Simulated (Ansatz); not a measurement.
# What TiO2 monolayer (2H) distorts into

Wanted: the energy along a soft mode of TiO2 monolayer (2H) and the structure at the end.

Method: DFT LDA, scalar-relativistic, plane waves, PAW, in Ansatz 0.2.0.

This is a report of a sequence of runs, with most program output left out.

### Step 1. The structure

The cell holds 3 atoms: 1 Ti and 2 O. Cell: a = 2.824 Å, b = 2.824 Å, c = 28.700 Å, α = 90.0°, β = 90.0°, γ = 120.0°. Vacuum lies along c.

### Step 2. The dispersion

The cell comes from relaxations at this level that are not shown. Stability and thermal properties need the whole zone. Linear response on a 6×6×1 q mesh gives force constants as far as a supercell of that size would.

input.yaml reads:

```yaml
crystal:
  lattice:
    - [2.8240035933, 0.0, 0.0]
    - [-1.4120017967, 2.4456588521, 0.0]
    - [0.0, 0.0, 28.7]
  atoms:
    - { symbol: Ti, position: [0.3333333333, 0.6666666667, 0.3484320557] }
    - { symbol: O, position: [0.6666666667, 0.3333333333, 0.3871158937] }
    - { symbol: O, position: [0.6666666667, 0.3333333333, 0.3097482178] }
  periodic: [true, true, false]
kpoints:
  mp_grid: { grid: [12, 12, 1] }
hamiltonian:
  xc: lda
scf:
  occupations: { method: fixed }
output:
  eigenvalues: true
phonons:
  method: dfpt
  dielectric: true
  raman: true
  qmesh: [6, 6, 1]
  temperatures: { t_max: 1000, t_step: 50 }
  qpath:
    path:
      - [0.0, 0.0, 0.0]
      - [0.5, 0.0, 0.0]
      - [0.33333333, 0.33333333, 0.0]
      - [0.0, 0.0, 0.0]
    npoints: 10
  isolated: true
```

Launch:

```sh
$ ansatz run input.yaml --threads 8 --pin off --max-ram 14336MiB --backend cpu --events-out ev --progress --plain --runs-dir out
```

Run time: 3.6 min. Hardware: 8 threads of Intel Xeon 6975P-C (Granite Rapids), shared host; peak memory 2.1 GiB; 18 min of CPU time.

This step gave:

```
gap on the k-mesh                                       : 1.177 eV
sum-rule residual before enforcement                    : 1.85e-4 eV/Å²
miss of the charge sum rule                             : 9.55e-4 e
estimated error of the dielectric tensor                : 0.004343
estimated error of the Born charges                     : 0.01738 e
lowest frequency on the path                            : -307.3 cm⁻¹
point group                                             : -6m2
highest frequency on the path or at a solved wavevector : 748.2 cm⁻¹
area per atom                                           : 2.302 Å²
highest optical mode at the zone centre (no LO-TO term) : 748.1 cm⁻¹
lowest optical zone-centre mode                         : -307.3 cm⁻¹
largest Born charge (third of the trace)                : 3.492 e
lowest mode on the q mesh (acoustic modes at Γ apart)   : -307.3 cm⁻¹
```

Frequencies (cm⁻¹) solved at each irreducible wavevector; negative means imaginary. Frequencies by wavevector, by row:

| q in reciprocal lattice units | star | mode 1 | mode 2 | mode 3 | mode 4 | mode 5 | mode 6 | mode 7 | mode 8 | mode 9 |
| --- | --- | --- | --- | --- | --- | --- | --- | --- | --- | --- |
| 0 0 0 | 1 | -307.3 | -307.3 | 0 | 0 | 0 | 442.8 | 442.8 | 638.5 | 748.1 |
| 0 0.1667 0 | 6 | -248.8 | -246.2 | 69 | 116.9 | 223.4 | 427 | 571.8 | 660.1 | 745.6 |
| 0 0.3333 0 | 6 | -238.9 | 82.3 | 213.1 | 256.1 | 395.6 | 415.2 | 485.7 | 632.6 | 745.4 |
| 0 -0.5 0 | 3 | -267.9 | 204.4 | 255.9 | 329.4 | 377.5 | 450.4 | 538.8 | 567.5 | 744.5 |
| 0.1667 0.1667 0 | 6 | -234.2 | -93.1 | 213.2 | 227.6 | 344.2 | 409.6 | 505.3 | 645.1 | 744.1 |
| 0.1667 0.3333 0 | 12 | -277.5 | 205.6 | 311.8 | 326.2 | 391.5 | 453.9 | 477.8 | 589.3 | 741.1 |
| 0.3333 0.3333 0 | 2 | -302.3 | 246.8 | 353.7 | 365 | 441.8 | 462.4 | 466.2 | 539.9 | 736.6 |

Interpolated from a 6×6×1 q mesh, with the LO-TO term (at Γ the limit along the path; where Γ stands inside the path, tables give the limit on arrival). Phonon branches along the path, in cm⁻¹:

| point | branch 1 | branch 2 | branch 3 | branch 4 | branch 5 | branch 6 | branch 7 | branch 8 | branch 9 |
| --- | --- | --- | --- | --- | --- | --- | --- | --- | --- |
| Γ | -307 | -307 | 0 | 0 | 0 | 443 | 443 | 638 | 748 |
| halfway | -226 | -163 | 161 | 170 | 324 | 411 | 525 | 656 | 746 |
| M | -268 | 204 | 256 | 329 | 378 | 450 | 539 | 568 | 744 |
| halfway | -286 | 224 | 324 | 339 | 391 | 447 | 519 | 558 | 740 |
| K | -302 | 247 | 354 | 365 | 442 | 462 | 466 | 540 | 737 |
| halfway | -234 | -93 | 213 | 228 | 344 | 410 | 505 | 645 | 744 |
| Γ | -307 | -307 | 0 | 0 | 0 | 443 | 443 | 638 | 748 |

Symmetry leaves 7 wavevectors to solve. The lowest mode among them, the acoustic zeros apart, lies at Γ and is imaginary, 307.3i cm⁻¹, so the energy falls along it.

### Step 3. The mode frozen in, largest atomic shift 0 Å

The mode followed lies at Γ with frequency 307.3i cm⁻¹ and is 2-fold degenerate, the softest among the wavevectors solved. At small amplitude the distorted cell has space group no. 1 by a symmetry search on the positions. The undistorted cell that holds it gives the zero of energy on the same k mesh.

input.yaml, the sections that differ from step 2:

```yaml
scf:
  occupations: { method: gaussian, width: 0.02 }
output:
  forces: true
  stress: true
  eigenvalues: true
# crystal, kpoints, hamiltonian: as in step 2
# phonons: removed
```

It took 1.4 s on 8 threads; peak memory 0.5 GiB; 5.7 s of CPU time.

This step gave:

```yaml
energy_from_the_undistorted_cell: 0 meV/atom
```

### Step 4. The mode frozen in, largest atomic shift 0.22 Å

The atoms are moved along the unstable eigenvector, the largest shift by 0.22 Å, with the cell fixed.

input.yaml, the sections that differ from step 3:

```yaml
crystal:
  lattice:
    - [2.8240035933, 0.0, 0.0]
    - [-1.4120017967, 2.4456588521, 0.0]
    - [0.0, 0.0, 28.7]
  atoms:
    - { symbol: Ti, position: [0.3333333333, 0.6666666667, 0.3484320557] }
    - { symbol: O, position: [0.6343976962, 0.2444801882, 0.3871158937] }
    - { symbol: O, position: [0.6989356371, 0.4221864785, 0.3097482178] }
  periodic: [true, true, false]
# kpoints, hamiltonian, scf, output: as in step 3
```

Run time: 4.6 s. Hardware: 8 threads; peak memory 0.62 GiB; 24 s of CPU time.

This step gave:

```
gap on the k-mesh                : 1.952 eV
energy from the undistorted cell : -35.26 meV/atom
```

The energy, extrapolated to zero smearing, is -35.26 meV/atom against the undistorted cell.

### Step 5. Energy along the mode, all amplitudes (two of the runs are shown above)

An imaginary frequency means negative curvature, so the energy should fall and then rise again as anharmonic terms take over.

This step gave:

```yaml
depth_at_the_lowest_point_sampled: 35.26 meV/atom
largest_atomic_shift_at_that_point: 0.22 Å
```

The energy from the parent by largest atomic shift:

| largest atomic shift (Å) | energy from the parent (meV/atom) |
| --- | --- |
| 0.000 | 0 |
| 0.040 | -2.87 |
| 0.080 | -10.3 |
| 0.140 | -24.5 |
| 0.220 | -35.3 |
| 0.320 | -14.3 |
| 0.450 | 101 |

Displacement at unit largest shift by atom:

| atom | x (Å) | y (Å) | z (Å) | size |
| --- | --- | --- | --- | --- |
| Ti1 | 0.00 | 0.00 | 0.00 | 0.00 |
| O2 | 0.16 | -0.99 | 0.00 | 1.00 |
| O3 | -0.16 | 0.99 | 0.00 | 1.00 |

The lowest of the steps tried is at 0.22 Å, 35.3 meV/atom below the parent; the bottom of the well need not coincide with a step.

### Step 6. Relaxing from the distorted cell

Starting from the lowest point found, all atoms and the cell are let go, so that strain and other modes of the same symmetry can join in.

input.yaml, as its differences from that of step 4:

```diff
@@ -15,3 +15,3 @@
 scf:
-  occupations: { method: gaussian, width: 0.02 }
+  occupations: { method: fixed }
 output:
@@ -20 +20,10 @@
   eigenvalues: true
+  write_density: true
+  write_potential: true
+  elf: true
+  volumetric_format: npy
+relax:
+  adjacent_minimum: "off"
+  f_tol: 0.002
+  max_steps: 120
+  cell: { stress_2d_tol: 0.005 }
```

Run time: 90 s. Hardware: 8 threads; peak memory 0.76 GiB; 8.1 min of CPU time.

Relaxation path:

| step | energy less that of the first step (eV) | largest force component (eV/Å) | volume (Å³) |
| --- | --- | --- | --- |
| 1 | 0.0000 | 0.7663 | 198.22 |
| 2 | -0.0296 | 0.5229 | 204.42 |
| 3 | -0.0551 | 0.4669 | 205.58 |
| 4 | -0.2127 | 0.9125 | 210.30 |
| 5 | -0.5382 | 1.4983 | 215.14 |
| 6 | -0.8903 | 1.4605 | 217.34 |
| 7 | -1.1864 | 0.6212 | 215.91 |
| 8 | -1.2611 | 0.1493 | 210.49 |
| 9 | -1.2642 | 0.0903 | 212.91 |
| 10 | -1.2646 | 0.0042 | 212.82 |
| 11 | -1.2646 | 0.0001 | 212.87 |
| 12* | -1.2877 | 0.0001 | 212.87 |
| 13 | -1.2874 | 0.0008 | 213.87 |
| 14 | -1.2873 | 0.0006 | 213.99 |
| 15 | -1.2873 | 0.0001 | 213.99 |
| 16 | -1.2873 | 0.0000 | 213.99 |
| 17* | -1.2882 | 0.0000 | 213.99 |
| 18 | -1.2882 | 0.0000 | 214.01 |
| 19* | -1.2882 | 0.0000 | 214.01 |

Relaxation steps marked * repeat the geometry before them on a plane-wave basis chosen anew for their cell, so energy and pressure can jump there.

| cell as run | before | after | change |
| --- | --- | --- | --- |
| a (Å) | 2.824 | 2.934 | +3.9 % |
| b (Å) | 2.824 | 2.934 | +3.9 % |

The atoms that moved most (Å, along periodic axes as changes of fractional coordinates times the final cell, across vacuum about the mean position):

| atom | dx | dy | dz | length |
| --- | --- | --- | --- | --- |
| O3 | 0.036 | 0.904 | 0.159 | 0.918 |
| Ti1 | 0.000 | -0.565 | 0.000 | 0.565 |
| O2 | -0.036 | -0.339 | -0.159 | 0.376 |

The relaxed structure:

```xyz
3
Lattice="2.9343 0.0000 0.0000 -1.4672 2.5412 0.0000 0.0000 0.0000 28.7000" Properties=species:S:1:pos:R:3
Ti    0.0000    1.1294   10.0000
O     1.4672    0.2824   10.9512
O     1.4672    1.9765    9.0488
```

Numbers from this step:

| Property | Result |
| --- | --- |
| gap on the k-mesh | 2.822 eV |
| area per atom | 2.486 Å² |

ELF in the ac plane at fractional y = 0.111, with atoms of O within 0.2 Å of it. It is the smooth field of the valence electrons, not physical close to the nuclei.

Values, 24 rows by 15 columns, each cell a mean:
```
0.00 0.00 0.00 0.00 0.00 0.00 0.00 0.00 0.00 0.00 0.00 0.00 0.00 0.00 0.00
0.00 0.00 0.00 0.00 0.00 0.00 0.00 0.00 0.00 0.00 0.00 0.00 0.00 0.00 0.00
0.00 0.00 0.00 0.00 0.00 0.00 0.00 0.00 0.00 0.00 0.00 0.00 0.00 0.00 0.00
0.00 0.00 0.00 0.00 0.00 0.00 0.00 0.00 0.00 0.00 0.00 0.00 0.00 0.00 0.00
0.00 0.00 0.00 0.00 0.00 0.00 0.00 0.00 0.00 0.00 0.00 0.00 0.00 0.00 0.00
0.00 0.00 0.00 0.00 0.00 0.00 0.00 0.00 0.00 0.00 0.00 0.00 0.00 0.00 0.00
0.00 0.00 0.00 0.00 0.00 0.00 0.00 0.00 0.00 0.00 0.00 0.00 0.00 0.00 0.00
0.00 0.00 0.00 0.00 0.00 0.00 0.00 0.00 0.00 0.00 0.00 0.00 0.00 0.00 0.00
0.00 0.00 0.00 0.00 0.00 0.00 0.00 0.00 0.00 0.00 0.00 0.00 0.00 0.00 0.00
0.00 0.00 0.00 0.00 0.00 0.00 0.00 0.00 0.00 0.00 0.00 0.00 0.00 0.00 0.00
0.00 0.00 0.00 0.00 0.00 0.00 0.00 0.00 0.00 0.00 0.00 0.00 0.00 0.00 0.00
0.00 0.00 0.00 0.00 0.00 0.00 0.00 0.00 0.00 0.00 0.00 0.00 0.00 0.00 0.00
0.00 0.00 0.00 0.00 0.00 0.00 0.00 0.00 0.01 0.01 0.00 0.00 0.00 0.00 0.00
0.01 0.01 0.01 0.05 0.12 0.20 0.26 0.30 0.32 0.32 0.29 0.24 0.17 0.09 0.03
0.07 0.05 0.11 0.36 0.64 0.77 0.80 0.73 0.62 0.64 0.76 0.80 0.75 0.56 0.26
0.18 0.20 0.18 0.15 0.18 0.30 0.42 0.49 0.52 0.51 0.48 0.39 0.25 0.15 0.14
0.58 0.59 0.57 0.49 0.36 0.19 0.08 0.04 0.03 0.03 0.06 0.13 0.26 0.41 0.52
0.17 0.18 0.16 0.12 0.07 0.03 0.01 0.00 0.00 0.00 0.01 0.02 0.05 0.09 0.14
0.00 0.00 0.00 0.00 0.00 0.00 0.00 0.00 0.00 0.00 0.00 0.00 0.00 0.00 0.00
0.00 0.00 0.00 0.00 0.00 0.00 0.00 0.00 0.00 0.00 0.00 0.00 0.00 0.00 0.00
0.00 0.00 0.00 0.00 0.00 0.00 0.00 0.00 0.00 0.00 0.00 0.00 0.00 0.00 0.00
0.00 0.00 0.00 0.00 0.00 0.00 0.00 0.00 0.00 0.00 0.00 0.00 0.00 0.00 0.00
0.00 0.00 0.00 0.00 0.00 0.00 0.00 0.00 0.00 0.00 0.00 0.00 0.00 0.00 0.00
0.00 0.00 0.00 0.00 0.00 0.00 0.00 0.00 0.00 0.00 0.00 0.00 0.00 0.00 0.00
```
Columns run along a (2.9 Å), rows up along c (28.7 Å). Atoms in or near the plane, at fractional coordinates: O at (0.56, 0.38).

Valence density in the ac plane at fractional y = 0.111, with atoms of O within 0.2 Å of it. It is the smooth field of the valence electrons, not physical close to the nuclei.

Ten steps, logarithmic in the rise over the least value, from '0' (0.0 e/Å³) to '9' (4.5 e/Å³), each cell a mean:
```
000000000000000
000000000000000
000000000000000
000000000000000
000000000000000
000000000000000
000000000000000
000000000000000
000000000000000
000000000000000
000000000000000
000000000000000
000000000000000
000001111111000
222356899997643
565555667765545
555433211122345
111000000000000
000000000000000
000000000000000
000000000000000
000000000000000
000000000000000
000000000000000
```
Columns run along a (2.9 Å), rows up along c (28.7 Å). Atoms in or near the plane, at fractional coordinates: O at (0.56, 0.38).

Electrostatic potential energy in the ac plane at fractional y = 0.111, with atoms of O within 0.2 Å of it. With pseudopotentials it is smooth inside the atoms' cores, unlike the true potential.

Ten even steps from '_' (-16 eV) to '@' (0 eV), each cell a mean:
```
@@@@@@@@@@@@@@@@@@@@@@@@@@@@@@
@@@@@@@@@@@@@@@@@@@@@@@@@@@@@@
@@@@@@@@@@@@@@@@@@@@@@@@@@@@@@
@@@@@@@@@@@@@@@@@@@@@@@@@@@@@@
@@@@@@@@@@@@@@@@@@@@@@@@@@@@@@
@@@@@@@@@@@@@@@@@@@@@@@@@@@@@@
@@@@@@@@@@@@@@@@@@@@@@@@@@@@@@
@@@@@@@@@@@@@@@@@@@@@@@@@@@@@@
@@@@@@@@@@@@@@@@@@@@@@@@@@@@@@
@@@@@@@@@@@@@@@@@@@@@@@@@@@@@@
@@@@@@@@@@@@@@@@@@@@@@@@@@@@@@
@@@@@@@@@@@@@@@@@@@@@@@@@@@@@@
@@@@@@@@@@@@@@@@@@@@@@@@@@@@@@
@@@@@@@@@@@@@@@@@@@@@@@@@@@@@@
##**######--::........::==####
________..----------------..__
++++++**####%%%%%%%%%%####**++
@@@@@@@@@@@@@@@@@@@@@@@@@@@@@@
@@@@@@@@@@@@@@@@@@@@@@@@@@@@@@
@@@@@@@@@@@@@@@@@@@@@@@@@@@@@@
@@@@@@@@@@@@@@@@@@@@@@@@@@@@@@
@@@@@@@@@@@@@@@@@@@@@@@@@@@@@@
@@@@@@@@@@@@@@@@@@@@@@@@@@@@@@
@@@@@@@@@@@@@@@@@@@@@@@@@@@@@@
```
Columns run along a (2.9 Å; values clipped at the 3rd and 97th percentile), rows up along c (28.7 Å). Atoms in or near the plane, at fractional coordinates: O at (0.56, 0.38).

The distorted start has space group P1; the relaxation ends in P-3m1.

### Step 7. Modes of the new phase

A relaxed structure may still be a saddle point, so its zone-centre modes are computed. The response to a homogeneous field gives the Born charges and the dielectric tensor, and its change with displacement the Raman tensors.

input.yaml reads:

```yaml
crystal:
  lattice:
    - [2.9343272752, -2.783e-07, 0.0]
    - [-1.4671638787, 2.541202349, 0.0]
    - [0.0, 0.0, 28.7]
  atoms:
    - { symbol: Ti, position: [0.2222206654, 0.4444420393, 0.3484316642] }
    - { symbol: O, position: [0.5555556126, 0.1111113257, 0.3815762626] }
    - { symbol: O, position: [0.8888903885, 0.7777799685, 0.3152882404] }
  periodic: [true, true, false]
kpoints:
  mp_grid: { grid: [12, 12, 1] }
hamiltonian:
  xc: lda
scf:
  occupations: { method: fixed }
output:
  eigenvalues: true
phonons:
  method: dfpt
  dielectric: true
  raman: true
```

It took 2.9 min on 8 threads; peak memory 2.8 GiB; 14 min of CPU time.

This step gave:

| Quantity | Value |
| --- | --- |
| gap on the k-mesh | 2.823 eV |
| sum-rule residual before enforcement | 8.00e-5 eV/Å² |
| miss of the charge sum rule | 9.82e-4 e |
| estimated error of the dielectric tensor | 0.004641 |
| estimated error of the Born charges | 0.02605 e |
| point group | -3m |
| highest optical mode at the zone centre (no LO-TO term) | 647.0 cm⁻¹ |
| lowest optical zone-centre mode | 200.4 cm⁻¹ |
| largest Born charge (third of the trace) | 4.893 e |

Without the LO-TO term. Patterns of degenerate modes are one choice out of their space. The modes at Γ (shares of kinetic energy by element, %):

| mode | frequency (cm⁻¹) | symmetry | Ti % | O % |
| --- | --- | --- | --- | --- |
| 1 | 0.0 | acoustic | 60 | 40 |
| 2 | 0.0 | acoustic | 60 | 40 |
| 3 | 0.0 | acoustic | 60 | 40 |
| 4 | 200.4 | Eu | 40 | 60 |
| 5 | 200.4 | Eu | 40 | 60 |
| 6 | 514.6 | Eg | 0 | 100 |
| 7 | 514.6 | Eg | 0 | 100 |
| 8 | 603.8 | A1g | 0 | 100 |
| 9 | 647.0 | A2u | 40 | 60 |

Displacements in mode 5 (200.4 cm⁻¹), the largest set to 1:
```
Ti1  0.00  0.67  0.00
O2   0.00 -1.00  0.00
O3   0.00 -1.00  0.00
```

Displacements in mode 9 (647.0 cm⁻¹), the largest set to 1:
```
Ti1  0.00  0.00  0.67
O2   0.00  0.00 -1.00
O3   0.00  0.00 -1.00
```

High-frequency dielectric tensor, averaged over the cell of height 28.7 Å or as lengthened by the program, vacuum included. Tensor:

|  | x | y | z |
| --- | --- | --- | --- |
| x | 1.975 | 0 | 0 |
| y | 0 | 1.975 | 0 |
| z | 0 | 0 | 1.104 |

Born charge (rows field, columns displacement) (e), principal values of the symmetric part by kind of site:

| atom | atoms with these values | low | middle | high | mean |
| --- | --- | --- | --- | --- | --- |
| Ti1 | 1 | 0.69 | 6.99 | 6.99 | 4.89 |
| O2 | 2 | -3.50 | -3.50 | -0.35 | -2.45 |

In full for Ti1:

```
6.99 0.00 0.00
0.00 6.99 0.00
0.00 0.00 0.69
```

Transverse modes. Infrared lines, with heights relative to the strongest:

| position (cm⁻¹) | label | relative intensity |
| --- | --- | --- |
| 200 | Eu | 100 |
| 515 | Eg | 0.0 |
| 604 | A1g | 0.0 |
| 647 | A2u | 0.5 |

Activity x (w_L - w)^4 (n + 1)/w, 532 nm, 300 K. Raman lines, with heights relative to the strongest:

| position (cm⁻¹) | label | relative intensity |
| --- | --- | --- |
| 200 | Eu | 0.0 |
| 515 | Eg | 100 |
| 604 | A1g | 32 |
| 647 | A2u | 0.0 |

Before it was imposed, the acoustic sum rule was missed by 8.0e-5 eV/Å² and the charge sum rule by 9.8e-4 e. Small misses are needed for a sound result but don't prove that mesh and cutoff are converged. The lowest optical mode is real, 200 cm⁻¹.

### Step 8. What came out

```yaml
unstable_mode_of_the_parent: q = (0, 0, 0), 307i cm⁻¹
depth_at_the_lowest_point_sampled: 35.3 meV/atom
largest_atomic_shift_at_that_point: 0.22 Å
space_group_reached_within_0p01_a: P-3m1
energy_gained_over_the_parent_first_relaxation_on_the_mesh_of_the_frozen_mode: 465 meV/atom
area_per_atom_phase_reached: 2.49 Å²
gap_on_the_k_mesh_phase_reached: 2.82 eV
lowest_optical_zone_centre_mode_phase_reached: 200 cm⁻¹
highest_optical_mode_at_the_zone_centre_no_lo_to_term_phase_reached: 647 cm⁻¹
```

In words: Along this mode the structure falls into P-3m1, 465 meV/atom below the parent. At the parent's cell the well is 35.26 meV/atom deep on the steps tried, with its lowest point at a shift of 0.22 Å. Relaxing atoms and cell changes the gain by +429.41 meV/atom against the lowest step (energies at zero smearing). Most of the total comes from this relaxation. The new phase has no imaginary mode at the zone centre of its cell; other wavevectors were not checked. Of the 4 patterns followed to their end from this parent, this one reaches the lowest energy. Each path keeps the symmetry of its pattern, so a lower phase may lie along a pattern not tried. In a sheet or slab the interpolated bending branch near Γ is rough, since the rotational sum rule isn't imposed. Dielectric tensors refer to the cell with its vacuum. The starting cell was built on a prototype and not taken from a measurement.

[Logs are printed without paths, hosts, clocks, repeated set-up lines and the standing remarks that a program may print on its own settings, such as how far it seeks lower states.]

[Hosts, paths, dates, database ids (printed as entryN), source tags and the programs' standing remarks are cut or masked in the printed files.]
